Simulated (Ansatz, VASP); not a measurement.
## SiC: VASP beside Ansatz

```
Si C
1.0
     0.00000    2.24461    2.18986
     2.24461    0.00000    2.18986
     2.24461    2.24461    0.00000
Si C
1 1
Cartesian
  0.0000 0.0000 0.0000
  3.3669 3.3669 3.2848
```

Change from the starting cell: strain +0.025 along x and y, +0.000 along z, atoms carried along.

Alike in both runs: task single point; functional PBE; k mesh 10 × 10 × 10; occupations gaussian, width 0.05 eV; no spin polarisation.

|  | VASP | Ansatz |
| --- | --- | --- |
| version | VASP 6.6.1 | Ansatz 0.2.0 |
| potentials or method | VASP PAW PBE potentials, release 64 (Si, C) | scalar-relativistic, plane waves, PAW |
| plane-wave cutoff (eV) | 520 | 420 |
| valence electrons in the cell | 8 | 8 |

|  | VASP | Ansatz | Ansatz less VASP |
| --- | --- | --- | --- |
| gap on the k mesh at the Fermi level (eV) | 1.17 | 1.17 | +0.001 |
| least direct gap on the mesh (eV) | 4.44 | 4.44 | +0.002 |
| pressure (GPa) | -9.6 | -9.6 | +0.03 |
| largest component of the traceless stress (GPa) | 3.97 | 3.97 | -0.009 |

A k mesh can miss the band edges.
